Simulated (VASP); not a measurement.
# BaTe (Fm-3m) in VASP: a series of runs, part 2 of 2

VASP 6.6.1. Earlier steps stand in the parts before.

## 4. Single point, PBE

File INCAR:

```
PREC = Accurate
ENCUT = 520
EDIFF = 1E-6
ISMEAR = 0
SIGMA = 0.01
LREAL = False
LASPH = True
NELM = 100
ALGO = Normal
ISIF = 2
LWAVE = False
LCHARG = True
GGA = PE
LELF = True
LVHAR = True
NBANDS = 15
```

File KPOINTS:

```
Automatic mesh
0
Gamma
  6 6 6
```

File POSCAR:

```
BaTe
1.0
    0.0000000000      3.5323868345      3.5323868345
    3.5323868345      0.0000000000      3.5323868345
    3.5323868345      3.5323868345      0.0000000000
Ba Te
1 1
Direct
    0.0000000000      0.0000000000      0.0000000000
    0.5000000000      0.5000000000      0.5000000000
```

Potentials or basis: VASP PAW PBE potentials, release 64 (Ba_sv, Te).

The run is started by

```bash
$ cat potpaw_PBE.64/Ba_sv/POTCAR potpaw_PBE.64/Te/POTCAR > POTCAR
$ mpirun -np 1 vasp_std > vasp.out
```

OUTCAR:

```text
PREC = Accurate
   ENCUT = 520
   EDIFF = 1E-6
   ISMEAR = 0
   LREAL = False
   LASPH = True
   NELM = 100
   ISIF = 2
   GGA = PE

 ion  position               nearest neighbor table
   1  0.000  0.000  0.000-   2 3.53   2 3.53   2 3.53   2 3.53   2 3.53   2 3.53
   2  0.500  0.500  0.500-   1 3.53   1 3.53   1 3.53   1 3.53   1 3.53   1 3.53

  LATTYP: Found a face centered cubic cell.
 ALAT       =     7.0647736690

  Lattice vectors:

 A1 = (   0.0000000000,   3.5323868345,   3.5323868345)
 A2 = (   3.5323868345,   0.0000000000,   3.5323868345)
 A3 = (   3.5323868345,   3.5323868345,   0.0000000000)

Analysis of symmetry for initial positions (statically):
=====================================================================
 Subroutine PRICEL returns:
 Original cell was already a primitive cell.

 Routine SETGRP: Setting up the symmetry group for a
 face centered cubic supercell.

 Subroutine GETGRP returns: Found 48 space group operations
 (whereof 48 operations were pure point group operations)
 out of a pool of 48 trial point group operations.

The static configuration has the point symmetry O_h .

Analysis of symmetry for dynamics (positions and initial velocities):
=====================================================================
 Subroutine PRICEL returns:
 Original cell was already a primitive cell.

 Routine SETGRP: Setting up the symmetry group for a
 face centered cubic supercell.

 Subroutine GETGRP returns: Found 48 space group operations
 (whereof 48 operations were pure point group operations)
 out of a pool of 48 trial point group operations.

The dynamic configuration has the point symmetry O_h .

 Subroutine INISYM returns: Found 48 space group operations
 (whereof 48 operations are pure point group operations),
 and found     1 'primitive' translations

----------------------------------------------------------------------------------------

                                     Primitive cell

  volume of cell :      88.1525

  direct lattice vectors                    reciprocal lattice vectors
     0.000000000  3.532386835  3.532386835    -0.141547351  0.141547351  0.141547351
     3.532386835  0.000000000  3.532386835     0.141547351 -0.141547351  0.141547351
     3.532386835  3.532386835  0.000000000     0.141547351  0.141547351 -0.141547351

  length of vectors
     4.995549369  4.995549369  4.995549369     0.245167204  0.245167204  0.245167204

  position of ions in fractional coordinates (direct lattice)
     0.000000000  0.000000000  0.000000000
     0.500000000  0.500000000  0.500000000

  ion indices of the primitive-cell ions
   primitive index   ion index
                 1           1
                 2           2

----------------------------------------------------------------------------------------

 KPOINTS: Automatic mesh

Automatic generation of k-mesh.
 Grid dimensions read from file:
 generate k-points for:    6    6    6

 Generating k-lattice:

  Cartesian coordinates                     Fractional coordinates (reciprocal lattice)
    -0.023591225  0.023591225  0.023591225     0.166666667  0.000000000  0.000000000
     0.023591225 -0.023591225  0.023591225     0.000000000  0.166666667  0.000000000
     0.023591225  0.023591225 -0.023591225     0.000000000  0.000000000  0.166666667

  Length of vectors
     0.040861201  0.040861201  0.040861201

  Shift w.r.t. Gamma in fractional coordinates (k-lattice)
     0.000000000  0.000000000  0.000000000

 Subroutine IBZKPT returns following result:
[... 29 lines left out ...]
   NGXF,Y,Z  is equivalent  to a cutoff of  26.62, 26.62, 26.62 a.u.
 SYSTEM =  unknown system
   PREC   = accura    normal or accurate (medium, high low for compatibility)
   ISTART =      0    job   : 0-new  1-cont  2-samecut
   ICHARG =      2    charge: 1-file 2-atom 10-const
   ISPIN  =      1    spin polarized calculation?
   LNONCOLLINEAR =      F non collinear calculations
   LSORBIT =      F    spin-orbit coupling
   LASPH  =      T    aspherical Exc in radial PAW
   ENCUT  =  520.0 eV  38.22 Ry    6.18 a.u.   9.29  9.29  9.29*2*pi/ulx,y,z
   NELM   =    100;   NELMIN=  2; NELMDL= -5     # of ELM steps
   EDIFF  = 0.1E-05   stopping-criterion for ELM
   LREAL  =      F    real-space projection
   EDIFFG = 0.1E-04   stopping-criterion for IOM
   NSW    =      0    number of steps for IOM
   IBRION =     -1    ionic relax: 0-MD 1-quasi-New 2-CG
   NFREE  =      0    steps in history (QN), initial steepest desc. (CG)
   ISIF   =      2    stress and relaxation
   ISYM   =      2    0-nonsym 1-usesym 2-fastsym
   POTIM  = 0.5000    time-step for ionic-motion
   TEBEG  =    0.0;   TEEND  =   0.0 temperature during run
   PSTRESS=    0.0 pullay stress
   NELECT =      16.0000    total number of electrons
   NUPDOWN=      -1.0000    fix difference up-down
   EMIN   =  10.00;   EMAX   =-10.00  energy-range for DOS
   EFERMI =   0.00;   METHOD = LEGACY
   ISMEAR =     0;   SIGMA  =   0.01  broadening in eV -4-tet -1-fermi 0-gaus
   EFERMI_NEDOS =   21; number of points for ismear=-14 and -15
   IALGO  =     38    algorithm
   IMIX   =      4    mixing-type and parameters
     AMIX     =   0.40;   BMIX     =  1.00
     AMIX_MAG =   1.60;   BMIX_MAG =  1.00
  volume/ion in A,a.u.               =      44.08       297.44
  Fermi-wavevector in a.u.,A,eV,Ry     =   0.926908  1.751602 11.689557  0.859158
  Thomas-Fermi vector in A             =   2.052921
   LORBIT       =      0    0 simple, 1 ext, 2 COOP (PROOUT), +10 PAW based schemes
   GGA     = PE    functional components
   LHFCALC =     F    Hartree Fock is set to
   AEXX    =    0.0000 exact exchange contribution
   IVDW    =     0    specifies the selected vdW correction
   LEPSILON=     F    determine dielectric tensor
   LRPA    =     F    only Hartree local field effects (RPA)
 non-spin polarized calculation
 Gauss-broadening in eV      SIGMA  =   0.01
  energy-cutoff  :      520.00
  volume of cell :       88.15
 maximum number of plane-waves:      2421
 NGX is ok and might be reduce to    40
   NGX = 19   NGY = 19   NGZ = 19

 number of electron      16.0000000 magnetization

 Free energy of the ion-electron system (eV)
  ---------------------------------------------------
  ext. energy  EPLUGINS =         0.00000000
  ---------------------------------------------------
  free energy    TOTEN  =        -8.62822725 eV

  energy without entropy =       -8.62822725  energy(sigma->0) =       -8.62822725

 E-fermi :   2.1664     XC(G=0):  -8.1357

 val. band max:        2.1058022645   @ k =   0.0000   0.0000   0.0000
 cond. band min:       3.6833425225   @ k =   0.5000   0.5000   0.0000
 fundamental gap:      1.5775402581
 Fermi energy:         2.1664319388

 k-point     1 :       0.0000    0.0000    0.0000
  band No.  band energies     occupation
      1     -24.9875      2.00000
      2     -10.1323      2.00000
      3     -10.1323      2.00000
      4     -10.1323      2.00000
      5      -7.3751      2.00000
      6       2.1058      2.00000
      7       2.1058      2.00000
      8       2.1058      2.00000
      9       4.9099      0.00000
     10       5.0472      0.00000
     11       5.0472      0.00000
     12       5.0472      0.00000
     13       5.6352      0.00000
     14       5.6352      0.00000
[... 257 lines left out ...]
      2     -10.2899      2.00000
      3     -10.2489      2.00000
      4     -10.2345      2.00000
      5      -7.0432      2.00000
      6       1.0567      2.00000
      7       1.0587      2.00000
      8       1.3679      2.00000
      9       4.6813      0.00000
     10       6.6040      0.00000
     11       6.7271      0.00000
     12       7.2837      0.00000
     13       7.7578      0.00000
     14       8.4509      0.00000
     15      10.0693      0.00000

------------------------ aborting loop because EDIFF is reached ----------------------------------------

  FORCE on cell =-STRESS in cart. coord.  units (eV):
  Direction    XX          YY          ZZ          XY          YZ          ZX
  --------------------------------------------------------------------------------------
  -------------------------------------------------------------------------------------
  Total        0.1657308      0.1657308      0.1657308      0.0000000      0.0000000      0.0000000
  in kB        3.0121668      3.0121668      3.0121668      0.0000000      0.0000000      0.0000000
  external PRESSURE =       3.0121668 kB  Pullay stress =       0.0000000 kB

 VOLUME and BASIS-vectors are now :
 -----------------------------------------------------------------------------
  energy-cutoff  :      520.00
  volume of cell :       88.15
      direct lattice vectors                 reciprocal lattice vectors
     0.000000000  3.532386835  3.532386835    -0.141547351  0.141547351  0.141547351
     3.532386835  0.000000000  3.532386835     0.141547351 -0.141547351  0.141547351
     3.532386835  3.532386835  0.000000000     0.141547351  0.141547351 -0.141547351

 POSITION                                       TOTAL-FORCE (eV/Angst)
 -----------------------------------------------------------------------------------
      0.00000      0.00000      0.00000         0.000000     -0.000000     -0.000000
      3.53239      3.53239      3.53239        -0.000000      0.000000      0.000000
 -----------------------------------------------------------------------------------
    total drift:                                0.000000     -0.000000     -0.000000

  FREE ENERGIE OF THE ION-ELECTRON SYSTEM (eV)
  ---------------------------------------------------
  free  energy   TOTEN  =        -8.6282272484 eV

  energy  without entropy=       -8.6282272484  energy(sigma->0) =       -8.62822725
```

stdout:

```text
POSCAR found type information on POSCAR BaTe
 POSCAR found :  2 types and       2 ions
 scaLAPACK will be used
 LDA part: xc-table for (Slater+PW92), standard interpolation
 POSCAR, INCAR and KPOINTS ok, starting setup
 FFT: planning ... GRIDC
 FFT: planning ... GRID_SOFT
 FFT: planning ... GRID
 WAVECAR not read
 entering main loop
```

Wall time 12 s (1 thread of Intel Xeon 6975P-C (Granite Rapids), shared host); peak memory 0.23 GiB.

Results:

```yaml
Free_energy: -8.6282 eV
Pressure: 0.3 GPa
Band_gap_on_the_k_mesh: 1.58 eV, indirect (least direct gap 1.96 eV)
```

Caveat: spin-orbit coupling is left out, which moves the levels of the heavy elements. A k mesh can miss the band edges.

## 5. Single point, PBE, non-collinear spin, zero start, spin-orbit coupling

File INCAR:

```
SYSTEM = BaTe
  ALGO = Normal
  EDIFF = 1E-6
  ENCUT = 520
  GGA = PE
  GGA_COMPAT = .FALSE.
  ISIF = 2
  ISMEAR = 0
  LASPH = .TRUE.
  LCHARG = .FALSE.
  LNONCOLLINEAR = .TRUE.
  LORBIT = 11
  LORBMOM = .TRUE.
  LREAL = .FALSE.
  LSORBIT = .TRUE.
  LWAVE = .FALSE.
  MAGMOM = 0 0 0 0 0 0
  NBANDS = 28
  NELM = 150
  PREC = Accurate
  SIGMA = 0.01
```

File KPOINTS:

```
k-points
0
G
  6 6 6
  0 0 0
```

POSCAR is that of step 4.

The run is started by

```bash
$ cat potpaw_PBE.64/Ba_sv/POTCAR potpaw_PBE.64/Te/POTCAR > POTCAR
$ mpirun -np 1 vasp_ncl > vasp.out
```

It took 54 s on 1 thread of Intel Xeon 6975P-C (Granite Rapids), shared host; peak memory 0.5 GiB.

The run converged. Its results:

* Free energy: -8.9184 eV
* Pressure: 0.3 GPa
* Net moment: 0.00 μB per cell
* Valence electrons inside the program's atomic spheres: Ba 7.87; Te 3.46

Moments on the atoms (μB; x, y, z):
```
Ba  0.00 0.00 0.00
Te  0.00 0.00 0.00
```

## 6. Summary

| level | potentials or basis | spin | gap on the mesh (eV) | pressure (GPa) |
| --- | --- | --- | --- | --- |
| PBE | VASP PAW PBE potentials, release 64 (Ba_sv, Te) | off | 1.58 | 0.3 |
| LDA | VASP PAW LDA potentials, release 64 (Ba_sv, Te) | off | 1.45 | -2.2 |
| PBE | VASP PAW PBE potentials, release 64 (Ba_sv, Te) | non-collinear, zero start, SOC | - | 0.3 |

Alike in all rows: task single point; cell as given; k mesh 6 × 6 × 6; cutoff (eV) 520; smearing gaussian 0.01 eV.

Caveats: spin-orbit coupling is left out, which moves the levels of the heavy elements (some runs).

Total energies depend on the potentials used, so only differences within one code and one set of settings carry meaning.
